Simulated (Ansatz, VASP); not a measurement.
CdS (Hawleyite) in VASP and in Ansatz

Contents of POSCAR:

```
CdS
1.0
    0.0000000000      2.9785920200      2.9785920200
    2.9785920200      0.0000000000      2.9785920200
    2.9785920200      2.9785920200      0.0000000000
Cd S
1 1
Direct
    0.0000000000      0.0000000000      0.0000000000
    0.2500000000      0.2500000000      0.2500000000
```

File INCAR.step1:

```
ALGO = Normal
EDIFF = 1E-4
ENCUT = 520
GGA = PE
ISMEAR = -1
LASPH = True
LCHARG = False
LREAL = False
LWAVE = True
NELM = 60
PREC = Accurate
SIGMA = 0.02
```

INCAR.step2

```
ALGO = Normal
EDIFF = 1E-7
EDIFFG = -0.01
ENCUT = 520
IBRION = 2
ISIF = 2
ISMEAR = -1
ISTART = 1
LASPH = True
LCHARG = False
LMIXTAU = True
LREAL = False
LWAVE = False
METAGGA = R2SCAN
NELM = 60
NSW = 50
PREC = Accurate
SIGMA = 0.02
```

The input KPOINTS:

```
k-points
0
Gamma
  8 8 8
```

Input for Ansatz:

```yaml
crystal:
  lattice:
    - [0.0, 2.97859202, 2.97859202]
    - [2.97859202, 0.0, 2.97859202]
    - [2.97859202, 2.97859202, 0.0]
  atoms:
    - { symbol: Cd, position: [0.0, 0.0, 0.0] }
    - { symbol: S, position: [0.25, 0.25, 0.25] }
  symmetry: { tolerance: 0.0003 }
hamiltonian:
  xc: r2scan
  pseudopotentials: { kind: paw, azcp: { folder: soft_1 } }
basis:
  ecutwfc: 500
magnetization:
  spin_polarized: false
scf:
  occupations: { method: fermi_dirac, width: 0.02 }
kpoints:
  mp_grid: { grid: [8, 8, 8], shift: [0, 0, 0] }
  band_path:
    path:
      - [0.0, 0.0, 0.0]
      - [-0.5, -0.5, 0.0]
      - [-0.375, -0.375, 0.25]
      - [-0.375, 0.0, 0.375]
      - [0.0, 0.0, 0.0]
      - [0.0, 0.0, 0.5]
      - [-0.5, -0.25, 0.25]
      - [-0.5, -0.5, 0.0]
    npoints: 10
output:
  forces: true
  stress: true
  eigenvalues: true
  write_potential: true
  elf: true
  volumetric_format: npy
  dos: { e_range: [-12, 8], de: 0.05 }
relax:
  max_steps: 30
```

Alike in both runs: task relaxation of the atoms; functional r2SCAN; k mesh 8 × 8 × 8; occupations fermi-dirac, width 0.02 eV; no spin polarisation.

```csv
,VASP,Ansatz
version,VASP 6.6.1,Ansatz 0.2.0
potentials or method,"VASP PAW PBE potentials, release 64 (Cd, S)",PAW plane waves
plane-wave cutoff (eV),520,500
valence electrons in the cell,18,26
```

|  | VASP | Ansatz | Ansatz less VASP |
| --- | --- | --- | --- |
| gap on the k mesh at the Fermi level, each at its own relaxed structure (eV) | 1.44 | 1.45 | +0.002 |

The two sets of potentials don't hold the same shells in valence. Ansatz warned: «stress_scf_threshold_loose».

Caveats: the relaxation stopped at its first step, so nothing moved; the PAW data sets were made with another functional, which shifts forces and pressure a little (VASP). r2SCAN opens gaps a little over a GGA but as a rule still falls short of measured ones.
